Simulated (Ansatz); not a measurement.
# Sb (P2_1/m) in Ansatz: a series of runs

One crystal, Sb, is run at these levels: PBEsol, HSE06, PBE0; tasks: single point.

Everything below comes from runs of Ansatz 0.2.0. Logs are shortened: lines on timing, memory, paths and dates and some standing lists are left out, and cuts for length are marked.

**1. The crystal as given**

Symmetry: P2_1/m, No. 11, monoclinic system. Conventional cell: a = 3.122 Å, b = 4.348 Å, c = 4.406 Å, α = 90.00°, β = 90.51°, γ = 90.00°. Sb (site symmetry m) is surrounded by 6 Sb at 3.04 to 3.15 Å.

This isn't the form of Sb at room conditions, which is rhombohedral.

**2. Single point, PBEsol**

input.yaml

```yaml
crystal:
  lattice:
    - [3.122402, 0.0, 0.0]
    - [0.0, 4.347518, 0.0]
    - [-0.038915, 0.0, 4.405852]
  atoms:
    - { symbol: Sb, position: [0.011389, 0.25, 0.241166] }
    - { symbol: Sb, position: [0.988611, 0.75, 0.758834] }
kpoints:
  mp_grid: { grid: [6, 4, 4] }
scf:
  occupations: { method: fermi_dirac, width: 0.05 }
hamiltonian:
  xc: pbesol
  pseudopotentials: { kind: all_electron, datasets: crystal }
output:
  forces: true
  stress: true
  eigenvalues: true
```

Potentials or basis: all-electron PAW datasets made for the crystal.

On the command line:

```
> ansatz run input.yaml --threads 2 --pin off --max-ram 8192MiB --backend cpu --events-out ev --progress --plain --runs-dir out
```

Output:

```text
Warning: RAYON_NUM_THREADS=2 ignored (pool sized by the plan → 2); use --threads N
hamiltonian.pseudopotentials.datasets: crystal makes datasets for this crystal and solves the spheres of its atoms anew in each pass: cutoff 140.0 eV, the density's 700.0 eV; for an error of 0.50 meV an atom under PBE, 1.0 meV for the cell; an energy difference from a run of another recipe may be off by several times the error for the cell, under r2SCAN by more, where some 0.1 meV an atom stays at smaller errors; Sb in spheres of 1.376 Å, 5 of its electrons in bands, 10 on its site; only band paths and densities of states list, in semicore columns, the levels of the semicore shells that are solved separately: 4d of Sb
Engine: ansatz 0.2.0, aarch64-unknown-linux-gnu
Pseudopotentials: kind: all_electron
Pseudopotential: Sb, paw, valence charge 15, recommended cutoff 140 eV (normal), crystal/all_electron/pbesol/scalar/gaussian/Sb, Koelling and Harmon's equation, gaussian nucleus
Functional definition: PBEsol
  exchange = pbesol_x
  correlation = pbesol_c
Crystal: 2 atoms, lattice volume = 59.808 Å³
Basis set: ecut = 140 eV, 213 PW (Γ), exchange–correlation on 30×40×40 points (8 copies of the dense FFT grid, shifted against one another)
Bands: 9, of which v1, the nominal top of the filled ones, is band 5 counted from 1 (4 counted from 0)
Symmetry: 4 space group operations
Space group: P21/m (ITA 11), of the structure as read, at distance tolerance 3.9e-5 Å
k-points: 42 of 96
Non-local potential: Sb, projectors of the file, l = 0: 1, l = 1: 1
PAW form: soft (Blöchl's): semilocal exchange-correlation on the pseudo side does not see the compensation charge
PAW one-centre angular grid: Sb, 110 points (default); XC on its mesh's 1863 points in the sphere
Initial density: superposition of atomic densities (neutral atoms: chi_scale 0, normalization atom)
Initial wavefunctions: pseudopotential atomic-orbital guess
Functional: x = pbesol(κ = 0.804, μ = 0.12345679012345678), c = pbesol(β = 0.046)
iter 1 solved again at ethr=8.41e-4 eV; its pass at ethr=1.00e-1 eV (dr2=8.41e-2 eV) is discarded
SCF iter   1: F=—  HF=-352583.594025 eV  |F-HF|=—  |Δ(HF+E_count)|=         —  Δρ=1.16e-2  dr2=6.56e-2  ethr=8.41e-4  ⟨swp⟩=7.1  Hψ=2918  notcnv=0
preconditioner: auto → none  [insulator: Δε(μ)=0.280 eV  Ē_g=8.697 eV  σ=0.050 eV  W_gap=0.69  n_scr=6 (ndim 8)  ℏωp=15.2 eV  f_vac=0.000  D(μ)=0.70/eV (n_scr^D=4)  ε∞_Penn≈4.0]
SCF iter   2: F=—  HF=-352583.585492 eV  |F-HF|=—  |Δ(HF+E_count)|=   8.53e-3  Δρ=5.57e-3  dr2=1.46e-2  ethr=6.56e-4  ⟨swp⟩=3.0  Hψ=1097  notcnv=0  defer=20
iter 3 solved again at ethr=1.90e-6 eV; its pass at ethr=1.46e-4 eV (dr2=1.90e-4 eV) is discarded
SCF iter   3: F=—  HF=-352583.582075 eV  |F-HF|=—  |Δ(HF+E_count)|=   3.42e-3  Δρ=4.27e-4  dr2=1.78e-4  ethr=1.90e-6  ⟨swp⟩=2.5  Hψ=1590  notcnv=0  defer=9
SCF iter   4: F=—  HF=-352583.581951 eV  |F-HF|=—  |Δ(HF+E_count)|=   1.24e-4  Δρ=2.67e-4  dr2=9.66e-5  ethr=1.78e-6  ⟨swp⟩=3.1  Hψ=785  notcnv=0  defer=4
SCF iter   5: F=—  HF=-352583.581907 eV  |F-HF|=—  |Δ(HF+E_count)|=   4.35e-5  Δρ=6.84e-5  dr2=5.25e-6  ethr=9.66e-7  ⟨swp⟩=3.1  Hψ=710  notcnv=0  defer=2
SCF iter   6: F=—  HF=-352583.581904 eV  |F-HF|=—  |Δ(HF+E_count)|=   3.41e-6  Δρ=3.35e-5  dr2=1.28e-6  ethr=5.25e-8  ⟨swp⟩=2.0  Hψ=606  notcnv=0  defer=2
SCF iter   7: F=—  HF=-352583.581903 eV  |F-HF|=—  |Δ(HF+E_count)|=   9.53e-7  Δρ=7.82e-6  dr2=7.04e-8  ethr=1.28e-8  ⟨swp⟩=2.5  Hψ=626  notcnv=0  defer=1
SCF iter   8: F=-352583.581903 eV  HF=-352583.581903 eV  |F-HF|=9.90e-10  |Δ(HF+E_count)|=   5.19e-8  Δρ=6.59e-7  dr2=2.79e-10  ethr=7.04e-10  ⟨swp⟩=2.9  Hψ=693  notcnv=0
SCF 1 converged in 8 iterations: F = -352583.581902 eV  dr2 = 2.79e-10
  Residual-converged pass: ⟨swp⟩=3.0  Hψ=736  notcnv=0  max |occ|·‖R‖ = 5.2e-6 eV (tolerance 5.3e-6 eV)  dr2=2.27e-10  dr2_onsite=1.31e-9  max |Δocc| = 3.0e-10
SCF converged after 8 iterations
Free energy (F): -352583.581902 eV
Harris-Foulkes:  -352583.581902 eV  (|F-HF|=9.90e-10)
Internal energy: -352583.575950 eV  (E = F + TS)
E sigma→0 (E₀):  -352583.578926 eV
Entropy (-TS):   -0.005952 eV (-2.976 meV/atom)
Past the cutoff: the bands carry plane waves up to 1.75 times it, of which those up to 1.5 times it add -0.000135 eV an atom, each by itself; the spheres take 0.000145 eV an atom off the energy for waves past 1.75 times it
By the cutoff:   a pressure is off by up to 0.005 GPa (1.2 times the spheres' own share and the shells' term, over an atom's volume, and 0.004 GPa: a bound that held against runs at twice the plane waves)
Past the cutoffs: a stress includes 0.0010 GPa for waves and charges beyond them, in addition to the slope of what the spheres take
In the spheres:  the bands' charges fall short by 3.2e-7 e at most (sound up to 1e-3), those of shells solved beside the bands by 6.4e-7 e (sound up to 5e-4)
Fermi energy:    12.389238 eV
--- Per-component energies (eV) ---
  E_band       = 72.615962
  E_kinetic    = 105.522976
  E_local      = -2316.613967  (includes V_loc(G=0)·N_el)
  E_nonlocal   = 17.056137
  E_hartree    = 1104.893015
  E_xc         = -160.708528
  E_vxc        = -172.019308  (∫ρ·V_xc dr)
  E_paw        = -356640.575034  (= ΣΔE_a)
  E_vpaw       = -8038.551251  (= ΣTr[D̂ρ^β])
  E_ewald      = -2960.585153
  E_smearing   = -0.005952  (= −TS)
  E_closure    = 8267.434604  (closes the sum)
  Σ components = -352583.581902   (vs F -352583.581902, Δ=0.00e0)
  The terms above E_closure are by the made datasets' own strengths, without shells solved beside the bands.
--- Forces (eV/Å), atoms counted from 1 ---
  atom   1  Sb    -0.03256654     0.00000000     0.04426352
  atom   2  Sb     0.03256654     0.00000000    -0.04426352
  max |Σ_I F_I| component: 6.94e-18 eV/Å
--- Stress (GPa, compression-positive) ---
       -5.804841       0.000000       0.049689
        0.000000       0.280133       0.000000
        0.049689       0.000000      -0.116518
  P = ⅓ Tr σ = -1.8804 GPa (-18.804 kbar)
  It holds what live shells' own plane waves past their cutoff add
--- Band table (eV; the first three rows and the last of 42) ---
  k-point 0: bands = ["0.0573", "5.1249", "8.8811", "9.0121", "14.5333", "15.5358", "15.7603"]
  k-point 1: bands = ["0.5029", "3.7758", "9.5621", "9.8786", "13.6859", "13.9361", "15.9709"]
  k-point 2: bands = ["1.6161", "2.0352", "10.9320", "11.4530", "11.5590", "11.7113", "17.0080"]
  k-point 41: bands = ["4.9881", "4.9881", "8.8708", "8.8708", "8.9795", "8.9795", "14.5707"]
```

Run time: 2.5 s. Hardware: 2 threads of Arm Neoverse V1, shared host; peak memory 0.35 GiB.

What came out:

| Item | Value |
| --- | --- |
| Free energy | -352583.5819 eV |
| Pressure | -1.9 GPa |
| Largest force | 0.055 eV/Å |
| Band gap on the k mesh | none (metal or under the smearing width) |

Forces in eV/Å, atoms in the order of the input:
```
Sb  -0.033  0.000  0.044
Sb   0.033  0.000 -0.044
```

Caveat: the k mesh is coarse (spacing up to 0.36 Å⁻¹), so the values aren't converged; the k mesh is thin for a metal, which can move the energy by tens of meV per atom.

**3. Single point, HSE06**

Changes to input.yaml since step 2:

```diff
@@ -13,3 +13,3 @@
 hamiltonian:
-  xc: pbesol
+  xc: hse06
   pseudopotentials: { kind: all_electron, datasets: crystal }
@@ -18,2 +18 @@
   stress: true
-  eigenvalues: true
```

Potentials or basis: all-electron PAW datasets made for the crystal.

On the command line:

```
> ansatz run input.yaml --threads 2 --pin off --max-ram 8192MiB --backend cpu --events-out ev --progress --plain --runs-dir out
```

Wall time 4 min (2 threads of Arm Neoverse V1, shared host); peak memory 1.2 GiB.

Results (log left out):

- Free energy: -352735.7294 eV
- Pressure: -1.3 GPa
- Largest force: 0.050 eV/Å
- Band gap on the k mesh: none (metal or under the smearing width)

Forces in eV/Å, atoms in the order of the input:
```
Sb  -0.041  0.000 -0.029
Sb   0.041  0.000  0.029
```

Stress tensor (GPa, compression positive):
```
-6.00  0.00  0.02
 0.00  1.08  0.00
 0.02  0.00  0.98
```

Levels at points of the mesh, in eV from the Fermi level:
```tsv
k point	band 12	band 13	band 14	band 15	band 16	band 17
(0.00, 0.00, 0.00)	-8.03	-4.08	-3.93	2.39	3.66	3.83
(0.00, 0.00, -0.50)	-11.62	-1.75	-1.10	-0.88	-0.77	5.24
(0.00, -0.50, 0.00)	-11.81	-1.63	-1.63	-0.87	-0.87	5.47
(0.00, -0.50, -0.50)	-11.04	-6.33	-6.33	5.83	5.83	6.10
(-0.50, 0.00, 0.00)	-6.30	-4.79	-2.02	-1.87	-1.80	5.04
(-0.50, 0.00, -0.50)	-8.87	-4.65	-4.31	0.37	1.10	1.86
(-0.50, -0.50, 0.00)	-9.09	-4.45	-4.45	0.55	0.55	1.81
(-0.50, -0.50, -0.50)	-8.18	-4.09	-4.09	-3.99	-3.99	2.44
```

Caveat: the k mesh is coarse (spacing up to 0.36 Å⁻¹), so the values aren't converged, least of all with exact exchange; the k mesh is thin for a metal, which can move the energy by tens of meV per atom; the program warned that the printed levels may be off, so bands, gaps and densities of states are rough.

**4. Single point, PBE0**

Changes to input.yaml since step 3:

```diff
@@ -13,3 +13,3 @@
 hamiltonian:
-  xc: hse06
+  xc: pbe0
   pseudopotentials: { kind: all_electron, datasets: crystal }
```

Potentials or basis: all-electron PAW datasets made for the crystal.

On the command line:

```
> ansatz run input.yaml --threads 2 --pin off --max-ram 8192MiB --backend cpu --events-out ev --progress --plain --runs-dir out
```

Output:

```text
Warning: RAYON_NUM_THREADS=2 ignored (pool sized by the plan → 2); use --threads N
hamiltonian.pseudopotentials.datasets: crystal makes datasets for this crystal and solves the spheres of its atoms anew in each pass: cutoff 270.0 eV, the density's 1080.0 eV;, for an error of 0.50 meV an atom under PBE, 1.0 meV for the cell; an energy difference from a run of another recipe may be off by several times the error for the cell, under r2SCAN by more, where some 0.1 meV an atom stays at smaller errors; Sb in spheres of 1.376 Å, 15 of its electrons in bands
[... 2 set-up lines as earlier in the session ...]
Pseudopotential: Sb, paw, valence charge 15, recommended cutoff 270 eV (normal), crystal/all_electron/pbe/scalar/gaussian/Sb, Koelling and Harmon's equation, gaussian nucleus
Functional definition: PBE0
  parameter a = 0.25
  parameter kappa = 0.804
  parameter beta = 0.06672455060314922
  exchange = (1 - a)*pbe_x(kappa = kappa, mu = beta*pi^2/3) + a*exact_x
  correlation = pbe_c(beta = beta)
Crystal: 2 atoms, lattice volume = 59.808 Å³
Basis set: ecut = 270 eV, 609 PW (Γ), exchange–correlation on 36×48×48 points (8 copies of the dense FFT grid, shifted against one another)
Bands: 19, of which v1, the nominal top of the filled ones, is band 15 counted from 1 (14 counted from 0)
[... 2 set-up lines as earlier in the session ...]
k-points: 42 of 96
Non-local potential: Sb, projectors of the file, l = 0: 1, l = 1: 1, l = 2: 2
[... 1 set-up line as earlier in the session ...]
PAW one-centre angular grid: Sb, 590 points (default); XC on its mesh's 1863 points in the sphere
[... 2 set-up lines as earlier in the session ...]
Functional: x = 0.75 pbe(κ = 0.804, μ = 0.2195149727645171) + 0.25 exact, c = pbe(β = 0.06672455060314922)
iter 1 solved again at ethr=1.94e-4 eV; its pass at ethr=1.00e-1 eV (dr2=5.83e-2 eV) is discarded
SCF iter   1: F=—  HF=-352736.304533 eV  |F-HF|=—  |Δ(HF+E_count)|=         —  Δρ=1.15e-2  dr2=6.17e-2  ethr=1.94e-4  ⟨swp⟩=5.6  Hψ=4433  notcnv=0
preconditioner: auto → none  [insulator: Δε(μ)=0.273 eV  Ē_g=8.702 eV  σ=0.050 eV  W_gap=0.67  n_scr=10 (ndim 8)  ℏωp=15.2 eV  f_vac=0.000  D(μ)=0.70/eV (n_scr^D=4)]
SCF iter   2: F=—  HF=-352736.309895 eV  |F-HF|=—  |Δ(HF+E_count)|=   5.36e-3  Δρ=5.94e-3  dr2=1.67e-2  ethr=1.94e-4  ⟨swp⟩=2.2  Hψ=1469  notcnv=0  defer=8
iter 3 solved again at ethr=4.25e-7 eV; its pass at ethr=5.57e-5 eV (dr2=1.27e-4 eV) is discarded
SCF iter   3: F=—  HF=-352736.313907 eV  |F-HF|=—  |Δ(HF+E_count)|=   4.01e-3  Δρ=4.42e-4  dr2=1.23e-4  ethr=4.25e-7  ⟨swp⟩=3.3  Hψ=3270  notcnv=0  defer=4
[... 10 lines left out ...]
hybrid outer 1: dexx = +2.272e-10 eV
1 of the run's printed levels, from 19.39 eV on, may lie off, as they stand: their residual norms reach 0.011 eV (residual_norms_ev in the JSON report holds each one's)
hybrid SCF converged: 1 outer / 11 inner (+0 warm-up), last move |dexx| = 2.27e-10 eV
Stability not checked: this state was not tested for a lower state beside it, because the functional holds exact exchange (a hybrid, or Hartree-Fock), whose exchange loop this test does not read (fock_operator; see scf.lower_state_search)
Free energy (F): -352734.074116 eV
Harris-Foulkes:  -352734.074116 eV  (|F-HF|=2.85e-9)
Internal energy: -352734.074047 eV  (E = F + TS)
E sigma→0 (E₀):  -352734.074081 eV
Entropy (-TS):   -0.000069 eV (-0.035 meV/atom)
Past the cutoff: the bands carry plane waves up to 1.75 times it, of which those up to 1.5 times it add -0.000222 eV an atom, each by itself; the spheres take 0.000772 eV an atom off the energy for waves past 1.75 times it
Past the cutoffs: a stress includes 0.0003 GPa for waves and charges beyond them, in addition to the slope of what the spheres take
In the spheres:  the bands' charges fall short by 6.4e-6 e at most (sound up to 1e-3)
Fermi energy:    12.498060 eV
--- Per-component energies (eV) ---
  E_band       = -327.849815
  E_kinetic    = 186.966641
  E_local      = -2396.248474  (includes V_loc(G=0)·N_el)
  E_nonlocal   = 185.345674
  E_hartree    = 1119.496017
  E_xc         = -97.670688
  E_vxc        = -122.262981  (∫ρ·V_xc dr)
  E_exx        = -93.119269  (= α·E_x^exact, valence–valence)
  E_paw        = -356206.353148  (= ΣΔE_a)
  E_vpaw       = -7762.498413  (= ΣTr[D̂ρ^β])
  E_ewald      = -2960.585153
  E_smearing   = -0.000069  (= −TS)
  E_closure    = 7528.094353  (closes the sum)
  Σ components = -352734.074116   (vs F -352734.074116, Δ=0.00e0)
  The terms above E_closure are by the made datasets' own strengths, without shells solved beside the bands.
--- Forces (eV/Å), atoms counted from 1 ---
  atom   1  Sb    -0.04031044     0.00000000    -0.05086933
  atom   2  Sb     0.04031044     0.00000000     0.05086933
  max |Σ_I F_I| component: 6.94e-18 eV/Å
--- Stress (GPa, compression-positive) ---
       -6.498766       0.000000       0.053155
        0.000000       1.227271       0.000000
        0.053155       0.000000       1.202574
  P = ⅓ Tr σ = -1.3563 GPa (-13.563 kbar)
--- Band table (eV; the first three rows and the last of 42) ---
  k-point 0: bands = ["-19.6877", "-19.6837", "-19.6004", "-19.5913", "-19.5410", "-19.5370", "-19.4956", "-19.4910", "-19.4854", "-19.4186", "-1.7824", "4.0462", "8.0175", "8.1693", "15.1840", "16.5571", "16.7027"]
  k-point 1: bands = ["-19.6705", "-19.6515", "-19.6054", "-19.5817", "-19.5348", "-19.5306", "-19.5020", "-19.5004", "-19.4976", "-19.4580", "-1.2864", "2.4203", "8.8153", "9.2936", "14.1654", "14.5137", "17.0186"]
  k-point 2: bands = ["-19.6459", "-19.6288", "-19.5804", "-19.5507", "-19.5343", "-19.5287", "-19.5216", "-19.5180", "-19.5127", "-19.5107", "-0.0339", "0.4302", "10.4301", "11.0955", "11.3277", "11.4273", "18.1303"]
  k-point 41: bands = ["-19.6013", "-19.6013", "-19.5999", "-19.5999", "-19.5345", "-19.5345", "-19.5322", "-19.5322", "-19.4274", "-19.4274", "3.8652", "3.8652", "7.9805", "7.9805", "8.0791", "8.0791", "15.2325"]
```

Wall time 4.1 min (2 threads of Arm Neoverse V1, shared host); peak memory 1.1 GiB.

What came out:

```yaml
Free_energy: -352734.0741 eV
Pressure: -1.4 GPa
Largest_force: 0.065 eV/Å
Band_gap_on_the_k_mesh: none (metal or under the smearing width)
```

Forces in eV/Å, atoms in the order of the input:
```
Sb  -0.040  0.000 -0.051
Sb   0.040  0.000  0.051
```

Stress tensor (GPa, compression positive):
```
-6.50  0.00  0.05
 0.00  1.23  0.00
 0.05  0.00  1.20
```

Levels at points of the mesh, in eV from the Fermi level:
```
              k point  band 13  band 14  band 15  band 16  band 17
   (0.00, 0.00, 0.00)    -4.48    -4.33     2.69     4.06     4.20
  (0.00, 0.00, -0.50)    -2.07    -1.40    -1.17    -1.07     5.63
  (0.00, -0.50, 0.00)    -1.94    -1.94    -1.16    -1.16     5.86
 (0.00, -0.50, -0.50)    -6.79    -6.79     6.23     6.23     6.49
  (-0.50, 0.00, 0.00)    -5.19    -2.42    -2.26    -2.15     5.36
 (-0.50, 0.00, -0.50)    -5.10    -4.76     0.51     1.36     2.13
 (-0.50, -0.50, 0.00)    -4.90    -4.90     0.70     0.70     2.08
(-0.50, -0.50, -0.50)    -4.52    -4.52    -4.42    -4.42     2.73
```

Caveat: the k mesh is coarse (spacing up to 0.36 Å⁻¹), so the values aren't converged, least of all with exact exchange; the k mesh is thin for a metal, which can move the energy by tens of meV per atom; the program warned that the printed levels may be off, so bands, gaps and densities of states are rough.

**5. Overview**

| level | cutoff (eV) | gap on the mesh (eV) | pressure (GPa) | largest force (eV/Å) |
| --- | --- | --- | --- | --- |
| PBEsol | 140 | none | -1.9 | 0.05 |
| HSE06 | 270 | none | -1.3 | 0.05 |
| PBE0 | 270 | none | -1.4 | 0.06 |

Alike in all rows: task single point; potentials or basis all-electron PAW datasets made for the crystal; no spin polarisation; cell as given; k mesh 6 × 4 × 4; smearing fermi-dirac 0.05 eV; the mesh is coarse, so values aren't converged.

Caveats: all runs use coarse meshes; the k mesh is thin for a metal, which can move the energy by tens of meV per atom; the program warned that the printed levels may be off, so bands, gaps and densities of states are rough (some runs).

Compare energies only between runs with the same functional and basis.
